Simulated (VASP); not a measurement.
# MgO (P-6m2) in VASP: single point with PBEsol

Aim: the single point of MgO with PBEsol.

All numbers are computed with VASP 6.6.1; they aren't measurements. Logs are shortened: lines on timing, memory, paths and dates and some standing lists are left out, and cuts for length are marked.

## Step 1: Starting point

The structure is hexagonal, space group P-6m2 (No. 187). The conventional cell has a = 2.938 Å, b = 2.938 Å, c = 2.680 Å, α = 90.00°, β = 90.00°, γ = 120.00°. Mg (site symmetry -6m2) is surrounded by 6 O at 2.16 Å. Around O (site symmetry -6m2) lie 6 Mg at 2.16 Å.

Measurements of this composition are mostly on another form, of space group No. 225.

## Step 2: Single point, PBEsol

File INCAR:

```
ALGO = Normal
EDIFF = 1E-6
ENCUT = 520
GGA = PS
ISIF = 2
ISMEAR = 0
LASPH = True
LCHARG = False
LREAL = False
LWAVE = False
NBANDS = 11
NELM = 80
PREC = Accurate
SIGMA = 0.1
```

File KPOINTS:

```
k-points
0
Gamma
  9 9 6
```

File POSCAR:

```
MgO
1.0
    2.9380209034      0.0000000000      0.0000000000
   -1.4690104517      2.5444007392      0.0000000000
    0.0000000000      0.0000000000      2.6796800000
Mg O
1 1
Direct
    0.0000000000      0.0000000000      0.0000000000
    0.3333333300      0.6666666700      0.5000000000
```

Potentials or basis: VASP PAW PBE potentials, release 64 (Mg, O).

Command:

```sh
cat potpaw_PBE.64/Mg/POTCAR potpaw_PBE.64/O/POTCAR > POTCAR
mpirun -np 1 vasp_std > vasp.out
```

OUTCAR:

```text
EDIFF = 1E-6
   ENCUT = 520
   GGA = PS
   ISIF = 2
   ISMEAR = 0
   LASPH = True
   LREAL = False
   NELM = 80
   PREC = Accurate

 ion  position               nearest neighbor table
   1  0.000  0.000  0.000-   2 2.16   2 2.16   2 2.16   2 2.16   2 2.16   2 2.16
   2  0.333  0.667  0.500-   1 2.16   1 2.16   1 2.16   1 2.16   1 2.16   1 2.16

  LATTYP: Found a hexagonal cell.
 ALAT       =     2.9380209034
 C/A-ratio  =     0.9120697531

  Lattice vectors:

 A1 = (   2.9380209034,   0.0000000000,   0.0000000000)
 A2 = (  -1.4690104517,   2.5444007392,   0.0000000000)
 A3 = (   0.0000000000,   0.0000000000,   2.6796800000)

Analysis of symmetry for initial positions (statically):
=====================================================================
 Subroutine PRICEL returns:
 Original cell was already a primitive cell.

 Routine SETGRP: Setting up the symmetry group for a
 hexagonal supercell.

 Subroutine GETGRP returns: Found 12 space group operations
 (whereof 12 operations were pure point group operations)
 out of a pool of 24 trial point group operations.

The static configuration has the point symmetry D_3h.

Analysis of symmetry for dynamics (positions and initial velocities):
=====================================================================
 Subroutine PRICEL returns:
 Original cell was already a primitive cell.

 Routine SETGRP: Setting up the symmetry group for a
 hexagonal supercell.

 Subroutine GETGRP returns: Found 12 space group operations
 (whereof 12 operations were pure point group operations)
 out of a pool of 24 trial point group operations.

The dynamic configuration has the point symmetry D_3h.

 Subroutine INISYM returns: Found 12 space group operations
 (whereof 12 operations are pure point group operations),
 and found     1 'primitive' translations

----------------------------------------------------------------------------------------

                                     Primitive cell

  volume of cell :      20.0320

  direct lattice vectors                    reciprocal lattice vectors
     2.938020903  0.000000000  0.000000000     0.340365175  0.196509926  0.000000000
    -1.469010452  2.544400739  0.000000000     0.000000000  0.393019851  0.000000000
     0.000000000  0.000000000  2.679680000     0.000000000  0.000000000  0.373178887

  length of vectors
     2.938020903  2.938020903  2.679680000     0.393019851  0.393019851  0.373178887

  position of ions in fractional coordinates (direct lattice)
     0.000000000  0.000000000  0.000000000
     0.333333330  0.666666670  0.500000000

[... 87 lines left out ...]
   NELECT =       8.0000    total number of electrons
   NUPDOWN=      -1.0000    fix difference up-down
   EMIN   =  10.00;   EMAX   =-10.00  energy-range for DOS
   EFERMI =   0.00;   METHOD = LEGACY
   ISMEAR =     0;   SIGMA  =   0.10  broadening in eV -4-tet -1-fermi 0-gaus
   EFERMI_NEDOS =   21; number of points for ismear=-14 and -15
   IALGO  =     38    algorithm
   IMIX   =      4    mixing-type and parameters
     AMIX     =   0.40;   BMIX     =  1.00
     AMIX_MAG =   1.60;   BMIX_MAG =  1.00
  volume/ion in A,a.u.               =      10.02        67.59
  Fermi-wavevector in a.u.,A,eV,Ry     =   1.205583  2.278221 19.775115  1.453430
  Thomas-Fermi vector in A             =   2.341275
   LORBIT       =      0    0 simple, 1 ext, 2 COOP (PROOUT), +10 PAW based schemes
   GGA     = PS    functional components
   LHFCALC =     F    Hartree Fock is set to
   AEXX    =    0.0000 exact exchange contribution
   IVDW    =     0    specifies the selected vdW correction
   LEPSILON=     F    determine dielectric tensor
   LRPA    =     F    only Hartree local field effects (RPA)
 non-spin polarized calculation
 Gauss-broadening in eV      SIGMA  =   0.10
  energy-cutoff  :      520.00
  volume of cell :       20.03
 maximum number of plane-waves:       562
 NGX is ok and might be reduce to    24
   NGX = 11   NGY = 11   NGZ =  9

 number of electron       7.9999996 magnetization

 Free energy of the ion-electron system (eV)
  ---------------------------------------------------
  ext. energy  EPLUGINS =         0.00000000
  ---------------------------------------------------
  free energy    TOTEN  =       -11.81575293 eV

  energy without entropy =      -11.81575293  energy(sigma->0) =      -11.81575293

 E-fermi :   3.7210     XC(G=0): -10.9543

 val. band max:        3.1857187187   @ k =   0.3333   0.3333   0.0000
 cond. band min:       6.1050399887   @ k =   0.0000   0.0000   0.0000
 fundamental gap:      2.9193212700
 Fermi energy:         3.7209666891

 k-point     1 :       0.0000    0.0000    0.0000
  band No.  band energies     occupation
      1     -14.1874      2.00000
      2       2.5776      2.00000
      3       2.5776      2.00000
      4       2.7796      2.00000
      5       6.1050      0.00000
      6      14.8771      0.00000
      7      18.6322      0.00000
      8      18.6322      0.00000
      9      22.8348      0.00000
     10      23.9428      0.00000
     11      25.5604      0.00000
[... 309 lines left out ...]
 k-point    24 :       0.3333    0.3333    0.1667
  band No.  band energies     occupation
      1     -12.8256      2.00000
      2      -0.2816      2.00000
      3      -0.2740      2.00000
      4       2.1372      2.00000
      5      11.1413      0.00000
      6      14.4529      0.00000
      7      15.9297      0.00000
      8      19.3369      0.00000
      9      19.9832      0.00000
     10      24.5504      0.00000
     11      28.2795      0.00000

 [... further k-points ...]

------------------------ aborting loop because EDIFF is reached ----------------------------------------

  FORCE on cell =-STRESS in cart. coord.  units (eV):
  Direction    XX          YY          ZZ          XY          YZ          ZX
  --------------------------------------------------------------------------------------
  -------------------------------------------------------------------------------------
  Total       -0.5336167     -0.5336167     -0.5645265      0.0000000      0.0000000      0.0000000
  in kB      -42.6792416    -42.6792416    -45.1514345      0.0000000      0.0000000      0.0000000
  external PRESSURE =     -43.5033059 kB  Pullay stress =       0.0000000 kB

 VOLUME and BASIS-vectors are now :
 -----------------------------------------------------------------------------
  energy-cutoff  :      520.00
  volume of cell :       20.03
      direct lattice vectors                 reciprocal lattice vectors
     2.938020903  0.000000000  0.000000000     0.340365175  0.196509926  0.000000000
    -1.469010452  2.544400739  0.000000000     0.000000000  0.393019851  0.000000000
     0.000000000  0.000000000  2.679680000     0.000000000  0.000000000  0.373178887

 POSITION                                       TOTAL-FORCE (eV/Angst)
 -----------------------------------------------------------------------------------
      0.00000      0.00000      0.00000         0.000000      0.000000      0.000000
     -0.00000      1.69627      1.33984        -0.000000     -0.000000      0.000000
 -----------------------------------------------------------------------------------
    total drift:                                0.000018     -0.000010     -0.000000

  FREE ENERGIE OF THE ION-ELECTRON SYSTEM (eV)
  ---------------------------------------------------
  free  energy   TOTEN  =       -11.8157529285 eV

  energy  without entropy=      -11.8157529285  energy(sigma->0) =      -11.81575293
```

OSZICAR:

```text
N       E                     dE             d eps       ncg     rms          rms(c)
DAV:   1     0.145656920070E+02    0.14566E+02   -0.45260E+03  1200   0.641E+02
DAV:   2    -0.127505151962E+02   -0.27316E+02   -0.26837E+02  1200   0.136E+02
DAV:   3    -0.133804257586E+02   -0.62991E+00   -0.62960E+00  1282   0.181E+01
DAV:   4    -0.133821612228E+02   -0.17355E-02   -0.17354E-02  1146   0.109E+00
DAV:   5    -0.133821675967E+02   -0.63739E-05   -0.63739E-05  1281   0.637E-02    0.682E+00
DAV:   6    -0.118834045736E+02    0.14988E+01   -0.85928E+00  1074   0.155E+01    0.237E+00
DAV:   7    -0.118407220223E+02    0.42683E-01   -0.73628E-02  1151   0.234E+00    0.135E+00
DAV:   8    -0.118161921767E+02    0.24530E-01   -0.37686E-02  1083   0.200E+00    0.254E-01
DAV:   9    -0.118159220339E+02    0.27014E-03   -0.24189E-04  1235   0.115E-01    0.190E-01
DAV:  10    -0.118157536071E+02    0.16843E-03   -0.63761E-04  1116   0.205E-01    0.144E-02
DAV:  11    -0.118157521037E+02    0.15035E-05   -0.14074E-05  1197   0.224E-02    0.547E-03
DAV:  12    -0.118157529285E+02   -0.82478E-06   -0.79600E-07   642   0.685E-03
   1 F= -.11815753E+02 E0= -.11815753E+02  d E =-.129146E-15
```

stdout:

```text
POSCAR found type information on POSCAR MgO
 POSCAR found :  2 types and       2 ions
 scaLAPACK will be used
 -----------------------------------------------------------------------------
|                                                                             |
|                                                                             |
|     You enforced a specific xc type in the INCAR file but a different       |
|     I HOPE YOU KNOW WHAT YOU ARE DOING!                                     |
|                                                                             |
 -----------------------------------------------------------------------------

 LDA part: xc-table for (Slater+PW92), standard interpolation
 POSCAR, INCAR and KPOINTS ok, starting setup
 FFT: planning ... GRIDC
 FFT: planning ... GRID_SOFT
 FFT: planning ... GRID
 WAVECAR not read
 entering main loop
```

It took 7.6 s on 1 thread of Intel Xeon Platinum 8375C at 2.90GHz (Ice Lake), shared host; peak memory 0.13 GiB.

What came out:

* Free energy: -11.8158 eV
* Pressure: -4.4 GPa
* Band gap on the k mesh: 2.92 eV, indirect (least direct gap 3.33 eV)

Stress tensor (GPa, compression positive):
```
-4.27  0.00  0.00
 0.00 -4.27  0.00
 0.00  0.00 -4.52
```

Caveat: the PAW data sets were made with another functional, which shifts forces and pressure a little; an odd mesh through Γ misses points on the zone boundary, where band edges often lie.
